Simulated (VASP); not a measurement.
# Core-hole spectrum of BP

Aim: an X-ray absorption edge of BP by the supercell core-hole method. The cell has space group F-43m. The start is a cell from a database of measured crystal structures.

Main program and level: VASP 6.6.1; LDA; plane waves and PAW (P, P, B), in the first sound run; inputs show where later runs differ.

### Step 1. Starting point

The cell holds 54 atoms: 27 P and 27 B. Its edges and angles: a = 9.627 Å, b = 9.627 Å, c = 9.627 Å, α = 60.0°, β = 60.0°, γ = 60.0°. It derives from BP, repeated 3×3×3. Nearest the centre at fractional (0.250, 0.250, 0.250): P1 at 0.00 Å, B41 at 1.97 Å, B32 at 1.97 Å, B38 at 1.97 Å, B40 at 1.97 Å, P10 at 3.21 Å, P3 at 3.21 Å, P19 at 3.21 Å.

### Step 2. Supercell without a hole

The cell without a hole gives, with ICORELEVEL = 1, the Kohn-Sham core levels of the initial state. It is a supercell, which puts a hole 9.6 Å from its nearest image.

Contents of INCAR:

```
SYSTEM = BP
PREC = Accurate
ENCUT = 400
EDIFF = 1E-06
NELM = 100
ISMEAR = 0
SIGMA = 0.05
LREAL = Auto
ALGO = Normal
GGA = CA
LWAVE = .FALSE.
LCHARG = .FALSE.
NCORE = 8
ICORELEVEL = 1
```

Contents of POSCAR:

```
BP
1.0
    0.0000000000      6.8070000000      6.8070000000
    6.8070000000      0.0000000000      6.8070000000
    6.8070000000      6.8070000000      0.0000000000
P P B
1 26 27
Direct
    0.2500000000      0.2500000000      0.2500000000
    0.2500000000      0.2500000000      0.5833333333
    0.2500000000      0.2500000000      0.9166666667
    0.2500000000      0.5833333333      0.2500000000
    0.2500000000      0.5833333333      0.5833333333
    0.2500000000      0.5833333333      0.9166666667
    0.2500000000      0.9166666667      0.2500000000
    0.2500000000      0.9166666667      0.5833333333
    0.2500000000      0.9166666667      0.9166666667
    0.5833333333      0.2500000000      0.2500000000
    0.5833333333      0.2500000000      0.5833333333
    0.5833333333      0.2500000000      0.9166666667
    0.5833333333      0.5833333333      0.2500000000
    0.5833333333      0.5833333333      0.5833333333
    0.5833333333      0.5833333333      0.9166666667
    0.5833333333      0.9166666667      0.2500000000
    0.5833333333      0.9166666667      0.5833333333
    0.5833333333      0.9166666667      0.9166666667
    0.9166666667      0.2500000000      0.2500000000
    0.9166666667      0.2500000000      0.5833333333
    0.9166666667      0.2500000000      0.9166666667
    0.9166666667      0.5833333333      0.2500000000
    0.9166666667      0.5833333333      0.5833333333
    0.9166666667      0.5833333333      0.9166666667
    0.9166666667      0.9166666667      0.2500000000
    0.9166666667      0.9166666667      0.5833333333
    0.9166666667      0.9166666667      0.9166666667
    0.0000000000      0.0000000000      0.0000000000
    0.0000000000      0.0000000000      0.3333333333
    0.0000000000      0.0000000000      0.6666666667
    0.0000000000      0.3333333333      0.0000000000
    0.0000000000      0.3333333333      0.3333333333
    0.0000000000      0.3333333333      0.6666666667
    0.0000000000      0.6666666667      0.0000000000
    0.0000000000      0.6666666667      0.3333333333
    0.0000000000      0.6666666667      0.6666666667
    0.3333333333      0.0000000000      0.0000000000
    0.3333333333      0.0000000000      0.3333333333
    0.3333333333      0.0000000000      0.6666666667
    0.3333333333      0.3333333333      0.0000000000
    0.3333333333      0.3333333333      0.3333333333
    0.3333333333      0.3333333333      0.6666666667
    0.3333333333      0.6666666667      0.0000000000
    0.3333333333      0.6666666667      0.3333333333
    0.3333333333      0.6666666667      0.6666666667
    0.6666666667      0.0000000000      0.0000000000
    0.6666666667      0.0000000000      0.3333333333
    0.6666666667      0.0000000000      0.6666666667
    0.6666666667      0.3333333333      0.0000000000
    0.6666666667      0.3333333333      0.3333333333
    0.6666666667      0.3333333333      0.6666666667
    0.6666666667      0.6666666667      0.0000000000
    0.6666666667      0.6666666667      0.3333333333
    0.6666666667      0.6666666667      0.6666666667
```

Contents of KPOINTS:

```
Automatic mesh
0
Gamma
3 3 3
0 0 0
```

The projector-augmented-wave data sets are P, P and B (PBE family, release 64).

The run is started by

```bash
$ mpirun -np 8 vasp_std
```

The log of the run:

```text
[banner, memory and clock lines left out]
running    8 mpi-ranks, on    1 nodes
 distrk:  each k-point on    8 cores,    1 groups
 distr:  one band on    8 cores,    1 groups

 POSCAR found type information on POSCAR P P B
 POSCAR found :  3 types and      54 ions
|                                                                             |
|           W    W    AA    RRRRR   N    N  II  N    N   GGGG   !!!           |
|           W    W   A  A   R    R  NN   N  II  NN   N  G    G  !!!           |
|           W    W  A    A  R    R  N N  N  II  N N  N  G       !!!           |
|           W WW W  AAAAAA  RRRRR   N  N N  II  N  N N  G  GGG   !            |
|           WW  WW  A    A  R   R   N   NN  II  N   NN  G    G                |
|           W    W  A    A  R    R  N    N  II  N    N   GGGG   !!!           |
|                                                                             |
|     For optimal performance we recommend to set                             |
|       NCORE = 2 up to number-of-cores-per-socket                            |
|     NCORE specifies how many cores store one orbital (NPAR=cpu/NCORE).      |
|     This setting can greatly improve the performance of VASP for DFT.       |
|     The default, NCORE=1 might be grossly inefficient on modern             |
|     multi-core architectures or massively parallel machines. Do your        |
|     Unfortunately you need to use the default for GW and RPA                |
|     calculations (for HF NCORE is supported but not extensively tested      |
|     yet).                                                                   |
|                                                                             |

|                                                                             |
|               ----> ADVICE to this user running VASP <----                  |
|                                                                             |
|     You enforced a specific xc type in the INCAR file but a different       |
|     [... a line on the potential file left out ...]
|     I HOPE YOU KNOW WHAT YOU ARE DOING!                                     |
|                                                                             |

 LDA part: xc-table for (Slater(with rela. corr.)+CA(PZ))
 , standard interpolation
 POSCAR, INCAR and KPOINTS ok, starting setup
 FFT: planning ... GRIDC
 FFT: planning ... GRID_SOFT
 FFT: planning ... GRID
 WAVECAR not read
 entering main loop
       N       E                     dE             d eps       ncg     rms          rms(c)
DAV:   1     0.592435841634E+03    0.59244E+03   -0.82611E+04  1088   0.115E+03
DAV:   2    -0.345150746523E+03   -0.93759E+03   -0.89281E+03  1352   0.214E+02
DAV:   3    -0.404428487887E+03   -0.59278E+02   -0.58659E+02  1312   0.531E+01
DAV:   4    -0.405891383909E+03   -0.14629E+01   -0.14541E+01  1312   0.888E+00
DAV:   5    -0.405933959670E+03   -0.42576E-01   -0.42507E-01  1328   0.135E+00    0.320E+01
DAV:   6    -0.388178125673E+03    0.17756E+02   -0.37540E+01  1240   0.112E+01    0.167E+01
DAV:   7    -0.385216653428E+03    0.29615E+01   -0.78138E+00  1376   0.530E+00    0.516E+00
DAV:   8    -0.384961137363E+03    0.25552E+00   -0.82091E-01  1320   0.188E+00    0.101E+00
DAV:   9    -0.384963252528E+03   -0.21152E-02   -0.26322E-02  1272   0.388E-01    0.557E-01
DAV:  10    -0.384962871218E+03    0.38131E-03   -0.45858E-03  1336   0.130E-01    0.990E-02
DAV:  11    -0.384962951891E+03   -0.80673E-04   -0.26363E-04  1336   0.382E-02    0.131E-01
DAV:  12    -0.384962935863E+03    0.16028E-04   -0.31816E-05  1320   0.106E-02    0.490E-02
DAV:  13    -0.384962935226E+03    0.63692E-06   -0.49852E-05  1312   0.123E-02    0.241E-02
DAV:  14    -0.384962934464E+03    0.76208E-06   -0.21510E-06   768   0.355E-03
   1 F= -.38496293E+03 E0= -.38496293E+03  d E =-.156431E-11
```

The job ended after 60 s (8 MPI ranks of AMD EPYC 7R43, shared host; peak memory 1.2 GiB).

Lines that name or quote the potential files are left out of all logs, and their timing lines are given in words.

[end of part 1 of 5]

[Lines on the potential files, build, host, timing and source positions are cut from VASP's logs without a mark.]

[Logs are printed without paths, hosts, clocks, repeated set-up lines and the standing remarks that a program may print on its own settings, such as how far it seeks lower states.]

[Hosts, paths, dates, database ids (printed as entryN), source tags and the programs' standing remarks are cut or masked in the printed files.]
